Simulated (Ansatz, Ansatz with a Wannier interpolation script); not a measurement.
# Settings in Wannier-interpolated G0W0: CsPbCl3 (Pm-3m), part 2 of 2

How do the Wannier model and the GW settings move the interpolated bands of CsPbCl3 (Pm-3m)?

Ansatz 0.2.0; maximally localised Wannier functions, PBE, plane waves, PAW. Known limits of the many-body steps: not at the basis limit; no spin-orbit coupling; coarse k mesh.

So far. Step 3 (Wannier model on 4×4×4): Near the gap the model misses directly solved bands by 20.5 meV r.m.s. and by 92 meV at most in the window tested. This tests the starting bands, not the corrections carried with them. Step 5 (G0W0: 4×4×4 mesh, 734 empty bands, screening to 150 eV): The G0W0 gap on the mesh is 3.171 eV.

## (6) G0W0: 2×2×2 mesh, 734 empty bands, screening to 150 eV

Level of this step: G0W0 on PBE, plane waves, PAW (Ansatz).

Contents of input.yaml:

```yaml
crystal:
  lattice:
    - [5.605, 0.0, 0.0]
    - [0.0, 5.605, 0.0]
    - [0.0, 0.0, 5.605]
  atoms:
    - { symbol: Cs, position: [0.0, 0.0, 0.0] }
    - { symbol: Pb, position: [0.5, 0.5, 0.5] }
    - { symbol: Cl, position: [0.5, 0.5, 0.0] }
    - { symbol: Cl, position: [0.0, 0.5, 0.5] }
    - { symbol: Cl, position: [0.5, 0.0, 0.5] }
kpoints:
  mp_grid: { grid: [2, 2, 2] }
hamiltonian:
  xc: pbe
scf:
  occupations: { method: fixed }
gw:
  n_empty_bands: 734
  ecut_chi: 150.0
  qp_bands: [v9, c3]
  screening: { model: contour_deformation }
```

Launch:

```console
> ansatz run input.yaml --threads 3 --pin off --max-ram 64512MiB --backend cuda --events-out ev --progress --plain --runs-dir out --devices 1 --max-vram 24GiB  # rebuilt from the run's record
```

Numbers of over 12 decimals in the logs are rounded to 6 here.

What it wrote:

```text
GPUs: using 1 of 1 available (devices: 1).
[...]
concurrent solve slots: 2 of 3 are kept, ahead of what memory takes: no pass of the eigensolver takes more rounds on 2
[...]
GPU FFT provider: cuFFT
GPU libraries: cuBLAS 13.8.2, cuFFT 12.4.0, cuSOLVER 12.3.4
Crystal: 5 atoms, lattice volume = 176.087 Å³
Basis set: ecut = 420 eV, 3407 PW (Γ)
[...]
0    21      1.6406   -20.6671     3.2705   -16.2362  0.7202     0.4206     0.4803  root
[...]
3    22      4.1396   -21.1093     1.5222   -18.7351  0.7503     3.2641     3.2876  root
     3    23      6.0116    -7.5597    -3.7811   -11.6746  0.7778     6.3484     6.3454  root
     3    24      6.0116    -7.5597    -3.7811   -11.6746  0.7778     6.3484     6.3454  root
     3    25      6.0116    -7.5597    -3.7811   -11.6746  0.7778     6.3484     6.3454  root
[key lines of the parts left out:]
SCF converged after 6 iterations
Free energy (F): -20822.701570 eV
Fermi energy:    4.139591 eV
```

It took 6.3 s on 1 × NVIDIA H100 80GB HBM3 (shared by 3 runs) with 3 threads of AMD EPYC 7R13 (Zen 3), shared host; peak memory 1.6 GiB.

The G0W0 gap on the mesh is 3.058 eV.

## (7) G0W0: 8×8×8 mesh, 259 empty bands, screening to 75 eV

input.yaml: that of step 6 with these lines changed.

```diff
@@ -12,3 +12,3 @@
 kpoints:
-  mp_grid: { grid: [2, 2, 2] }
+  mp_grid: { grid: [8, 8, 8] }
 hamiltonian:
@@ -18,4 +18,4 @@
 gw:
-  n_empty_bands: 734
-  ecut_chi: 150.0
+  n_empty_bands: 259
+  ecut_chi: 75
   qp_bands: [v9, c3]
```

What it wrote:

```text
GPUs: using 1 of 1 available (devices: 1).
[...]
GPU FFT provider: cuFFT
GPU libraries: cuBLAS 13.8.2, cuFFT 12.4.0, cuSOLVER 12.3.4
Crystal: 5 atoms, lattice volume = 176.087 Å³
Basis set: ecut = 420 eV, 3407 PW (Γ)
Bands: 27, of which v1, the nominal top of the filled ones, is band 22 counted from 1 (21 counted from 0)
Symmetry: 48 space group operations
[...]
k-points: 35 of 512
[...]
0    21      1.5727   -20.6360     3.3145   -16.2552  0.7451     0.4774     0.5064  root
[...]
34    22      4.1203   -20.2259     1.0680   -18.7483  0.7870     3.7087     3.7108  root
    34    23      6.0514    -7.9786    -3.0776   -11.6795  0.8113     6.6802     6.6747  root
    34    24      6.0514    -7.9786    -3.0776   -11.6795  0.8113     6.6802     6.6747  root
    34    25      6.0514    -7.9786    -3.0776   -11.6795  0.8113     6.6802     6.6747  root
[key lines of the parts left out:]
SCF converged after 6 iterations
Free energy (F): -20823.277728 eV
Fermi energy:    4.120348 eV
```

Elapsed: 3 min, on 1 × NVIDIA H100 80GB HBM3 (shared by 3 runs) with 3 threads; peak memory 2.3 GiB; 5.4 min of CPU time.

The G0W0 gap on the mesh is 2.964 eV.

## (8) G0W0: 4×4×4 mesh, 341 empty bands, screening to 90 eV, plasmon pole

input.yaml, the sections that differ from step 7:

```yaml
kpoints:
  mp_grid: { grid: [4, 4, 4] }
gw:
  n_empty_bands: 341
  ecut_chi: 90
  qp_bands: [v9, c3]
  screening: { model: godby_needs }
# crystal, hamiltonian, scf: as in step 7
```

What it wrote:

```text
GPUs: using 1 of 1 available (devices: 1).
[...]
GPU FFT provider: cuFFT
GPU libraries: cuBLAS 13.8.2, cuFFT 12.4.0, cuSOLVER 12.3.4
Crystal: 5 atoms, lattice volume = 176.087 Å³
Basis set: ecut = 420 eV, 3407 PW (Γ)
Bands: 27, of which v1, the nominal top of the filled ones, is band 22 counted from 1 (21 counted from 0)
Symmetry: 48 space group operations
[...]
k-points: 10 of 64
[...]
0    21      1.5782   -20.6410     3.2407   -16.2537  0.7722     0.4178     0.4317  root
[...]
9    22      4.1221   -20.3994     1.1712   -18.7474  0.7975     3.6400     3.6413  root
     9    23      6.0485    -7.8986    -3.1964   -11.6788  0.8251     6.6345     6.6323  root
     9    24      6.0485    -7.8986    -3.1964   -11.6788  0.8251     6.6345     6.6323  root
     9    25      6.0485    -7.8986    -3.1964   -11.6788  0.8251     6.6345     6.6323  root
[key lines of the parts left out:]
SCF converged after 6 iterations
Free energy (F): -20823.254648 eV
Fermi energy:    4.122120 eV
```

It took 27 s on 1 × NVIDIA H100 80GB HBM3 (shared by 3 runs) with 3 threads; peak memory 2.1 GiB; 55 s of CPU time.

The G0W0 gap on the mesh is 2.991 eV.

## (9) Interpolated results

Times are wall times on 1 × NVIDIA H100 80GB HBM3 (shared by 3 runs) with 3 threads of AMD EPYC 7R13 (Zen 3), shared host, good to a factor of about two.

| GW mesh | empty bands | cutoff (eV) | frequency | gap on mesh (eV) | gap over zone (eV) | direct gap (eV) | valence width (eV) | GW time |
| --- | --- | --- | --- | --- | --- | --- | --- | --- |
| 4×4×4 | 734 | 150 | contour deformation | 3.171 | 3.171 | 3.171 | 5.039 | 25 s |
| 2×2×2 | 734 | 150 | contour deformation | 3.058 | 3.112 | 3.112 | 4.913 | 6.3 s |
| 8×8×8 | 259 | 75 | contour deformation | 2.964 | 2.959 | 2.959 | 5.264 | 3 min |
| 4×4×4 | 341 | 90 | plasmon pole | 2.991 | 2.991 | 2.991 | 5.393 | 27 s |

## (10) Results

```yaml
4x4x4_mesh_734_empty_bands_screening_to_150_ev: 3.17 eV
2x2x2_mesh_734_empty_bands_screening_to_150_ev: 3.11 eV
8x8x8_mesh_259_empty_bands_screening_to_75_ev: 2.96 eV
4x4x4_mesh_341_empty_bands_screening_to_90_ev_plasmon_pole: 2.99 eV
```

The largest change, −0.21 eV in the gap over the zone, comes with 8×8×8 mesh, 259 empty bands, screening to 75 eV. The first run is a reference, not a converged one, and where a row moves several settings no single cause can be named. Rows on another GW mesh add that mesh's corrections to the bands of the one model. Coarser Wannier mesh (4×4×4): the miss near the gap goes from 2 (the model on 8×8×8) to 20 meV and the total spread from 36.0 to 33.2 Å². With 2×2×2 mesh, 734 empty bands, screening to 150 eV the gap over the zone moves by −0.06 eV and that on the mesh by −0.11 eV. With 8×8×8 mesh, 259 empty bands, screening to 75 eV the gap over the zone moves by −0.21 eV and that on the mesh by −0.21 eV. With 4×4×4 mesh, 341 empty bands, screening to 90 eV, plasmon pole the gap over the zone moves by −0.18 eV and that on the mesh by −0.18 eV. Gaps over the zone and on the mesh differ where an edge lies off the mesh, or where a GW run starts from another density: the starting gap over the zone is 1.926 eV, on the GW meshes it is 1.926 eV, 1.872 eV and 1.931 eV. Where an edge is built on 6p states of lead, bismuth or thallium, scalar-relativistic gaps usually stand too wide, by a few tenths to over one eV. This is the ideal cubic cell; many perovskites, halides above all, are cubic only on average, and local tilts or off-centring can widen the gap. The many-body steps are scalar-relativistic: spin-orbit coupling is not in them.

[Paths, hosts, dates, memory and timing lines, banners, echoed tables and standing remarks are left out of the program output.]

[Logs are printed without paths, hosts, clocks, repeated set-up lines and the standing remarks that a program may print on its own settings, such as how far it seeks lower states.]

[Runs of the session that timed out or met a known fault of the program may be left out.]

[Hosts, paths, dates, database ids (printed as entryN), source tags and the programs' standing remarks are cut or masked in the printed files.]
